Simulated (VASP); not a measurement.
Here is a VASP 6.6.1 calculation.

The input INCAR:

```
SYSTEM = MnS
PREC     = Accurate       ! precision mode
ENCUT    = 520            ! plane-wave cutoff, eV
EDIFF    = 1E-7           ! SCF threshold, eV
ISMEAR   = 0              ! smearing method
SIGMA    = 0.01           ! smearing width, eV
LREAL    = .False.        ! projectors in reciprocal space
LASPH    = .True.         ! aspherical terms in the spheres
NELM     = 150            ! most SCF steps
ALGO     = Normal         ! electronic algorithm
ISIF     = 2              ! what is computed and relaxed
LWAVE    = .False.        ! write WAVECAR
LCHARG   = .False.        ! write CHGCAR
ISPIN    = 2              ! spin polarisation
MAGMOM   = 4 0            ! initial moments
LORBIT   = 11             ! projections on sites
LMAXMIX  = 4              ! l up to which the mixer works
LDAU     = .True.         ! DFT+U
LDAUTYPE = 2            
LDAUL    = 2 -1           ! shell
LDAUU    = 4.5 0          ! U, eV
LDAUJ    = 0 0          
LDAUPRINT= 1            
GGA      = RE             ! functional
NBANDS   = 20             ! bands
```

File KPOINTS:

```
Automatic mesh
0
Gamma
  9 9 9
  0 0 0
```

The input POSCAR:

```
MnS
1.0
    0.0000000000      2.4734634191      2.4734634191
    2.4734634191      0.0000000000      2.4734634191
    2.4734634191      2.4734634191      0.0000000000
Mn S
1 1
Direct
    0.0000000000      0.0000000000      0.0000000000
    0.7500000000      0.7500000000      0.7500000000
```

Potentials or basis: VASP PAW PBE potentials, release 64 (Mn_pv, S).

Launch:

```console
$ cat potpaw_PBE.64/Mn_pv/POTCAR potpaw_PBE.64/S/POTCAR > POTCAR
$ mpirun -np 1 vasp_std > vasp.out
```

(1) Predict the pressure.

(2) What does it give for the band gap on the k mesh?

(3) Estimate the net moment.

(4) Estimate the site moments.

## Answers

(1) 59.8 GPa.

(2) none (metal or under the smearing width).

(3) 4.60 μB per cell.

(4) Mn +4.25; S +0.02 μB.

Caveat: a pressure of tens of GPa on the cell as given is suspect, and the run, the potentials or the cell itself is likely at fault; the PAW data sets were made with another functional, which shifts forces and pressure a little; a cell with one magnetic atom can't hold antiferromagnetic order, which such compounds often take.
